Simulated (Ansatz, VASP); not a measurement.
## GaP in VASP and in Ansatz

```xyz
2
Lattice="0.0000 2.7254 2.6164 2.7254 0.0000 2.6164 2.7254 2.7254 0.0000" Properties=species:S:1:pos:R:3 pbc="T T T"
Ga    0.0000    0.0000    0.0000
P     1.3627    1.3627    1.3082
```

Change from the starting cell: uniaxial_z strain -4.0%.

Alike in both runs: task single point; functional PBE; k mesh 8 × 8 × 8; occupations fermi-dirac, width 0.02 eV; no spin polarisation.

```csv
,VASP,Ansatz
version,VASP 6.6.1,Ansatz 0.2.0
potentials or method,"VASP PAW PBE potentials, release 64 (Ga_d, P)","plane waves, PAW"
plane-wave cutoff (eV),520,420
valence electrons in the cell,18,18
```

|  | VASP | Ansatz | Ansatz less VASP |
| --- | --- | --- | --- |
| gap on the k mesh at the Fermi level (eV) | 1.18 | 1.18 | 0.000 |
| pressure (GPa) | 6.3 | 6.4 | +0.11 |
| largest component of the traceless stress (GPa) | 1.84 | 1.84 | -0.007 |

A k mesh can miss the band edges.
